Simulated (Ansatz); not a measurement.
This cell of GeO$_{2}$ (rutile) is off equilibrium:

```yaml
crystal:
  lattice:
    - [4.42809, 0.00000, 0.00000]
    - [0.00000, 4.42809, 0.00000]
    - [0.00000, 0.00000, 2.88419]
  atoms:
    - { symbol: Ge, position: [0.00000, 0.00000, 0.00000] }
    - { symbol: Ge, position: [0.51172, 0.51172, 0.46975] }
    - { symbol: O, position: [0.30632, 0.30632, 0.00000] }
    - { symbol: O, position: [0.80632, 0.19368, 0.50000] }
    - { symbol: O, position: [0.19368, 0.80632, 0.50000] }
    - { symbol: O, position: [0.69368, 0.69368, 0.00000] }
```

All values below come from PBEsol (plane waves to 420 eV, PAW, scalar-relativistic; Ansatz, a first-principles code). k mesh 6×6×9 (Γ-centred), Fermi-Dirac smearing 0.05 eV. The energy includes the smearing's −TS. Compression counts positive. GeO2 was relaxed with its symmetry unable to fall.

**Question.** Predict the force on every atom, in eV/Å.

**Answer.** 
```
atom      Fx      Fy      Fz
----  ------  ------  ------
Ge1    0.624   0.624   0.048
Ge2   -1.654  -1.654   1.788
O3     0.359   0.359  -0.519
O4    -0.063  -0.023  -0.059
O5    -0.023  -0.063  -0.059
O6     0.758   0.758  -1.200
```

**Question.** Give the stress tensor in GPa and the pressure.

**Answer.** 
```
    0.7      0.9     -1.5
    0.9      0.7     -1.5
   -1.5     -1.5      2.3
```
The pressure, a third of the trace, is 1.2 GPa.

**Question.** In it atom 2 sits (0.052, 0.052, -0.087) Å away from its relaxed site. What is its energy relative to the relaxed cell?

**Answer.** 159 meV/cell.

(For displaced atoms, the force is minus the slope of the energy, and its curvature is a force constant, which sets phonon frequencies.)
